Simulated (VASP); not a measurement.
# TePt (F-43m) in VASP: notebook

Runs on TePt. Level: PBEsol+U. Tasks: single point.

Program: VASP 6.6.1. These are calculated values, not measurements. Logs are shortened: lines on timing, memory, paths and dates and some standing lists are left out, and cuts for length are marked.

### 1 The structure

It takes space group F-43m (No. 216, cubic). Conventional cell: a = 6.490 Å, b = 6.490 Å, c = 6.490 Å, α = 90.00°, β = 90.00°, γ = 90.00°. Around Pt (site symmetry -43m) lie 4 Te at 2.81 Å. Te (site symmetry -43m) has 4 Pt at 2.81 Å as nearest neighbours.

Measurements of this composition are mostly on another form, of space group No. 166.

### 2 Single point, PBEsol+U, collinear spin, ferromagnetic start

The input, INCAR:

```
PREC = Accurate ; ENCUT = 520
EDIFF = 1E-6 ; ISMEAR = 0
SIGMA = 0.05 ; LREAL = F
LASPH = T ; NELM = 60
ALGO = Fast ; ISIF = 2
LWAVE = F ; LCHARG = F
ISPIN = 2 ; MAGMOM = 0.5 0
LORBIT = 11 ; LMAXMIX = 4
LDAU = T ; LDAUTYPE = 2
LDAUL = 2 -1 ; LDAUU = 6 0
LDAUJ = 0 0 ; LDAUPRINT = 1
GGA = PS
```

The input, KPOINTS:

```
Automatic mesh
0
Gamma
  5 5 5
```

The input, POSCAR:

```
TePt
1.0
    0.0000000000      3.2450425500      3.2450425500
    3.2450425500      0.0000000000      3.2450425500
    3.2450425500      3.2450425500      0.0000000000
Pt Te
1 1
Direct
    0.0000000000      0.0000000000      0.0000000000
    0.2500000000      0.2500000000      0.2500000000
```

Potentials or basis: VASP PAW PBE potentials, release 64 (Pt, Te).

The run is started by

```
cat potpaw_PBE.64/Pt/POTCAR potpaw_PBE.64/Te/POTCAR > POTCAR
mpirun -np 1 vasp_std > vasp.out
```

OUTCAR:

```text
PREC = Accurate
   ENCUT = 520
   EDIFF = 1E-6
   ISMEAR = 0
   LREAL = F
   LASPH = T
   NELM = 60
   ISIF = 2
   ISPIN = 2
   LORBIT = 11
   GGA = PS

 ion  position               nearest neighbor table
   1  0.000  0.000  0.000-   2 2.81   2 2.81   2 2.81   2 2.81
   2  0.250  0.250  0.250-   1 2.81   1 2.81   1 2.81   1 2.81

  LATTYP: Found a face centered cubic cell.
 ALAT       =     6.4900851000

  Lattice vectors:

 A1 = (   0.0000000000,   3.2450425500,   3.2450425500)
 A2 = (   3.2450425500,   0.0000000000,   3.2450425500)
 A3 = (   3.2450425500,   3.2450425500,   0.0000000000)

Analysis of symmetry for initial positions (statically):
=====================================================================
 Subroutine PRICEL returns:
 Original cell was already a primitive cell.

 Routine SETGRP: Setting up the symmetry group for a
 face centered cubic supercell.

 Subroutine GETGRP returns: Found 24 space group operations
 (whereof 24 operations were pure point group operations)
 out of a pool of 48 trial point group operations.

The static configuration has the point symmetry T_d .

Analysis of symmetry for dynamics (positions and initial velocities):
=====================================================================
 Subroutine PRICEL returns:
 Original cell was already a primitive cell.

 Routine SETGRP: Setting up the symmetry group for a
 face centered cubic supercell.

 Subroutine GETGRP returns: Found 24 space group operations
 (whereof 24 operations were pure point group operations)
 out of a pool of 48 trial point group operations.

The dynamic configuration has the point symmetry T_d .

Analysis of structural, dynamic, and magnetic symmetry:
=====================================================================
 Subroutine PRICEL returns:
 Original cell was already a primitive cell.

 Routine SETGRP: Setting up the symmetry group for a
 face centered cubic supercell.

 Subroutine GETGRP returns: Found 24 space group operations
 (whereof 24 operations were pure point group operations)
 out of a pool of 48 trial point group operations.

The overall configuration has the point symmetry T_d .

 Subroutine INISYM returns: Found 24 space group operations
 (whereof 24 operations are pure point group operations),
 and found     1 'primitive' translations

----------------------------------------------------------------------------------------

                                     Primitive cell

  volume of cell :      68.3426

  direct lattice vectors                    reciprocal lattice vectors
     0.000000000  3.245042550  3.245042550    -0.154081185  0.154081185  0.154081185
     3.245042550  0.000000000  3.245042550     0.154081185 -0.154081185  0.154081185
     3.245042550  3.245042550  0.000000000     0.154081185  0.154081185 -0.154081185

  length of vectors
     4.589183185  4.589183185  4.589183185     0.266876440  0.266876440  0.266876440

  position of ions in fractional coordinates (direct lattice)
     0.000000000  0.000000000  0.000000000
     0.250000000  0.250000000  0.250000000

  ion indices of the primitive-cell ions
   primitive index   ion index
                 1           1
                 2           2

----------------------------------------------------------------------------------------

 KPOINTS: Automatic mesh

Automatic generation of k-mesh.
 Grid dimensions read from file:
 generate k-points for:    5    5    5

 Generating k-lattice:

  Cartesian coordinates                     Fractional coordinates (reciprocal lattice)
    -0.030816237  0.030816237  0.030816237     0.200000000  0.000000000  0.000000000
     0.030816237 -0.030816237  0.030816237     0.000000000  0.200000000  0.000000000
     0.030816237  0.030816237 -0.030816237     0.000000000  0.000000000  0.200000000

  Length of vectors
     0.053375288  0.053375288  0.053375288
[... 79 lines left out ...]
 maximum number of plane-waves:      1851
 NGX is ok and might be reduce to    36
   NGX = 17   NGY = 17   NGZ = 17

atom =   1  type =  1  l = 2

 onsite density matrix

spin component  1

  0.8513  0.0000  0.0000  0.0000 -0.0000
  0.0000  0.8513  0.0000 -0.0000  0.0000
  0.0000  0.0000  0.9188  0.0000  0.0000
  0.0000 -0.0000  0.0000  0.8513 -0.0000
 -0.0000  0.0000  0.0000 -0.0000  0.9188

spin component  2

  0.8454  0.0000  0.0000  0.0000 -0.0000
  0.0000  0.8454  0.0000 -0.0000  0.0000
  0.0000  0.0000  0.9171  0.0000  0.0000
  0.0000 -0.0000  0.0000  0.8454 -0.0000
 -0.0000  0.0000  0.0000 -0.0000  0.9171

 occupancies and eigenvectors

  o =  0.8454  v =  0.0000  0.0000  0.0000  0.0000  0.0000  1.0000  0.0000  0.0000  0.0000  0.0000      0.0000  0.0000  0.0000  0.0000  0.0000  0.0000  0.0000  0.0000  0.0000  0.0000
  o =  0.8454  v =  0.0000  0.0000  0.0000  0.0000  0.0000  0.0000  0.9994  0.0000 -0.0339  0.0000      0.0000  0.0000  0.0000  0.0000  0.0000  0.0000  0.0000  0.0000  0.0000  0.0000
  o =  0.8454  v =  0.0000  0.0000  0.0000  0.0000  0.0000  0.0000 -0.0339 -0.0000 -0.9994 -0.0000      0.0000  0.0000  0.0000  0.0000  0.0000  0.0000  0.0000  0.0000  0.0000  0.0000
  o =  0.8513  v =  0.0000  0.9991 -0.0000  0.0420  0.0000  0.0000  0.0000  0.0000  0.0000  0.0000      0.0000  0.0000  0.0000  0.0000  0.0000  0.0000  0.0000  0.0000  0.0000  0.0000
  o =  0.8513  v =  1.0000  0.0000  0.0000  0.0000  0.0000  0.0000  0.0000  0.0000  0.0000  0.0000      0.0000  0.0000  0.0000  0.0000  0.0000  0.0000  0.0000  0.0000  0.0000  0.0000
  o =  0.8513  v =  0.0000  0.0420  0.0000 -0.9991 -0.0000  0.0000  0.0000  0.0000  0.0000  0.0000      0.0000  0.0000  0.0000  0.0000  0.0000  0.0000  0.0000  0.0000  0.0000  0.0000
  o =  0.9171  v =  0.0000  0.0000  0.0000  0.0000  0.0000  0.0000  0.0000 -0.9817 -0.0000  0.1904      0.0000  0.0000  0.0000  0.0000  0.0000  0.0000  0.0000  0.0000  0.0000  0.0000
  o =  0.9171  v =  0.0000  0.0000  0.0000  0.0000  0.0000  0.0000  0.0000 -0.1904  0.0000 -0.9817      0.0000  0.0000  0.0000  0.0000  0.0000  0.0000  0.0000  0.0000  0.0000  0.0000
  o =  0.9188  v =  0.0000 -0.0000 -0.9872  0.0000 -0.1596  0.0000  0.0000  0.0000  0.0000  0.0000      0.0000  0.0000  0.0000  0.0000  0.0000  0.0000  0.0000  0.0000  0.0000  0.0000
  o =  0.9188  v =  0.0000 -0.0000 -0.1596 -0.0000  0.9872  0.0000  0.0000  0.0000  0.0000  0.0000      0.0000  0.0000  0.0000  0.0000  0.0000  0.0000  0.0000  0.0000  0.0000  0.0000

 number of electron      16.0000001 magnetization       0.0423094

 Free energy of the ion-electron system (eV)
  ---------------------------------------------------
  ext. energy  EPLUGINS =         0.00000000
  ---------------------------------------------------
  free energy    TOTEN  =        -5.73896919 eV

  energy without entropy =       -5.73456631  energy(sigma->0) =       -5.73676775

 E-fermi :   3.0494     XC(G=0):  -8.8502

 val. band max:        2.9934788778   @ k =   0.2000   0.2000   0.0000
 cond. band min:       3.0620004572   @ k =   0.4000   0.2000   0.0000
 fundamental gap:      0.0685215795
 Fermi energy:         3.0494027551

 spin component 1

 k-point     1 :       0.0000    0.0000    0.0000
  band No.  band energies     occupation
      1      -8.2935      1.00000
      2      -0.9904      1.00000
      3      -0.9904      1.00000
      4      -0.9904      1.00000
      5       0.1036      1.00000
      6       0.1036      1.00000
      7       4.5262      0.00000
      8       4.7697      0.00000
      9       4.7697      0.00000
     10       4.7697      0.00000
     11       9.1480      0.00000
     12       9.1480      0.00000
[... 121 lines left out ...]
 k-point    10 :      -0.4000    0.4000    0.2000
  band No.  band energies     occupation
      1      -7.7523      1.00000
      2      -1.0587      1.00000
      3      -0.7238      1.00000
      4      -0.3546      1.00000
      5       0.2041      1.00000
      6       0.2853      1.00000
      7       1.1330      1.00000
      8       1.9230      1.00000
      9       2.7407      1.00000
     10       7.7872      0.00000
     11       8.7559      0.00000
     12       9.5608      0.00000
 Fermi energy:         3.0494027551

 spin component 2

 k-point     1 :       0.0000    0.0000    0.0000
  band No.  band energies     occupation
      1      -8.2827      1.00000
      2      -0.9542      1.00000
      3      -0.9542      1.00000
      4      -0.9542      1.00000
      5       0.1241      1.00000
      6       0.1241      1.00000
      7       4.5367      0.00000
      8       4.7961      0.00000
      9       4.7961      0.00000
     10       4.7961      0.00000
     11       9.1573      0.00000
     12       9.1573      0.00000
[... 121 lines left out ...]
 k-point    10 :      -0.4000    0.4000    0.2000
  band No.  band energies     occupation
      1      -7.7398      1.00000
      2      -1.0409      1.00000
      3      -0.7009      1.00000
      4      -0.3207      1.00000
      5       0.2334      1.00000
      6       0.3129      1.00000
      7       1.1745      1.00000
      8       1.9443      1.00000
      9       2.7629      1.00000
     10       7.8003      0.00000
     11       8.7691      0.00000
     12       9.5727      0.00000

------------------------ aborting loop because EDIFF is reached ----------------------------------------

  FORCE on cell =-STRESS in cart. coord.  units (eV):
  Direction    XX          YY          ZZ          XY          YZ          ZX
  --------------------------------------------------------------------------------------
  -------------------------------------------------------------------------------------
  Total       -5.9898826     -5.9898826     -5.9898826      0.0000000      0.0000000     -0.0000000
  in kB     -140.4228256   -140.4228256   -140.4228256      0.0000000      0.0000000     -0.0000000
  external PRESSURE =    -140.4228256 kB  Pullay stress =       0.0000000 kB

 VOLUME and BASIS-vectors are now :
 -----------------------------------------------------------------------------
  energy-cutoff  :      520.00
  volume of cell :       68.34
      direct lattice vectors                 reciprocal lattice vectors
     0.000000000  3.245042550  3.245042550    -0.154081185  0.154081185  0.154081185
     3.245042550  0.000000000  3.245042550     0.154081185 -0.154081185  0.154081185
     3.245042550  3.245042550  0.000000000     0.154081185  0.154081185 -0.154081185

 POSITION                                       TOTAL-FORCE (eV/Angst)
 -----------------------------------------------------------------------------------
      0.00000      0.00000      0.00000         0.000000      0.000000      0.000000
      1.62252      1.62252      1.62252        -0.000000     -0.000000     -0.000000
 -----------------------------------------------------------------------------------
    total drift:                               -0.000000     -0.000000     -0.000000

  FREE ENERGIE OF THE ION-ELECTRON SYSTEM (eV)
  ---------------------------------------------------
  free  energy   TOTEN  =        -5.7389691946 eV

  energy  without entropy=       -5.7345663091  energy(sigma->0) =       -5.73676775

 total charge

# of ion       s       p       d       tot
------------------------------------------
    1        0.519   0.252   8.698   9.469
    2        1.396   1.710   0.050   3.156
--------------------------------------------------
tot          1.915   1.962   8.748  12.626

 magnetization (x)

# of ion       s       p       d       tot
------------------------------------------
    1        0.002   0.002   0.021   0.024
    2        0.001   0.008   0.000   0.009
--------------------------------------------------
tot          0.003   0.010   0.021   0.033
```

Wall time 13 s (1 thread of Intel Xeon 6975P-C (Granite Rapids), shared host); peak memory 0.24 GiB.

Results:

```
Free energy                                           : -5.7390 eV
Pressure                                              : -14.0 GPa
Band gap on the k mesh                                : none (metal or under the smearing width)
Net moment                                            : 0.04 μB per cell
Site moments                                          : Pt +0.02; Te +0.01 μB
Valence electrons inside the program's atomic spheres : Pt 9.47; Te 3.16
```

Eigenvalues of the final occupation matrices:
```tsv
site	spin	trace	eigenvalues
site 1 d	1	4.39	0.85 0.85 0.85 0.92 0.92
site 1 d	2	4.37	0.85 0.85 0.85 0.92 0.92
```

Caveat: the PAW data sets were made with another functional, which shifts forces and pressure a little; the U is typed as a test and isn't derived for this compound. The run has no spin-orbit coupling, so splittings on Pt, Te are missing.

[end of part 1 of 2]
